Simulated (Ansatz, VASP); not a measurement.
CaSe in VASP and in Ansatz

```
CELL_PARAMETERS angstrom
0.00000 3.56400 3.56400
3.56400 0.00000 3.56400
3.56400 3.56400 0.00000
ATOMIC_POSITIONS crystal
Ca 0.00000 0.00000 0.00000
Se 0.75000 0.75000 0.75000
```

Change from the starting cell: strain +0.080 along x and y, +0.080 along z, atoms carried along.

Alike in both runs: task single point; functional PBE; k mesh 6 × 6 × 6; occupations gaussian, width 0.05 eV; no spin polarisation.

|  | VASP | Ansatz |
| --- | --- | --- |
| version | VASP 6.6.1 | Ansatz 0.2.0 |
| potentials or method | VASP PAW PBE potentials, release 64 (Ca_sv, Se) | scalar-relativistic, plane waves, PAW |
| plane-wave cutoff (eV) | 520 | 420 |
| valence electrons in the cell | 16 | 26 |

|  | VASP | Ansatz | Ansatz less VASP |
| --- | --- | --- | --- |
| gap on the k mesh at the Fermi level (eV) | 2.48 | 2.48 | 0.000 |
| least direct gap on the mesh (eV) | 2.52 | 2.52 | 0.000 |
| pressure (GPa) | -4.8 | -4.8 | -0.04 |

The two sets of potentials don't hold the same shells in valence.

A k mesh can miss the band edges.
